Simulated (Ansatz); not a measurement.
Strength of the C–C bond: C5H11Br → C4H9 + CH2Br

Gas-phase species: C5H11Br (1-bromopentane) `CCCCCBr`, singlet; C4H9 (1-butyl radical) `[CH2]CCC`, doublet; CH2Br `[CH2]Br`, doublet. The bond broken is the one whose loss leaves C4H9 `[CH2]CCC`, relaxed to its own shape; its unpaired electron may spread away from that site.

Shapes, held fixed at every level: PBE0-D4/def2-TZVP. Flexible molecules stand in one conformer, not always the lowest. Programs: Ansatz 0.2.0. Electronic energies: no zero-point or thermal term.

```csv
level,kind,ΔE (kJ/mol),less CCSD/def2-SVP
MP2/def2-TZVPP,perturbation theory,+421.9,+32.9
HF/def2-SVP,Hartree–Fock,+281.1,-107.9
PBE-D4/def2-TZVPP,GGA,+387.6,-1.4
r2SCAN-D4/def2-TZVPP,meta-GGA,+362.2,-26.8
PBE0-D4/def2-TZVPP,global hybrid,+387.1,-1.9
r2SCAN0-D4/def2-TZVPP,global hybrid,+363.0,-26.0
B2PLYP/def2-TZVPP,double hybrid,+379.8,-9.2
CCSD/def2-SVP,coupled cluster or CI,+389.0,0.0
```

The highest level, CCSD/def2-SVP, gives ΔE = +389.0 kJ/mol; the levels span +281.1 to +421.9. The column of differences is taken from that level and isn't an error. Hartree–Fock misses the correlation of the pair that is broken and comes out low. No measured value is set beside it here. Open shells run unrestricted. Relativity is left out for Br. Outer-core shells of Br are correlated, in sets that cover them unevenly.
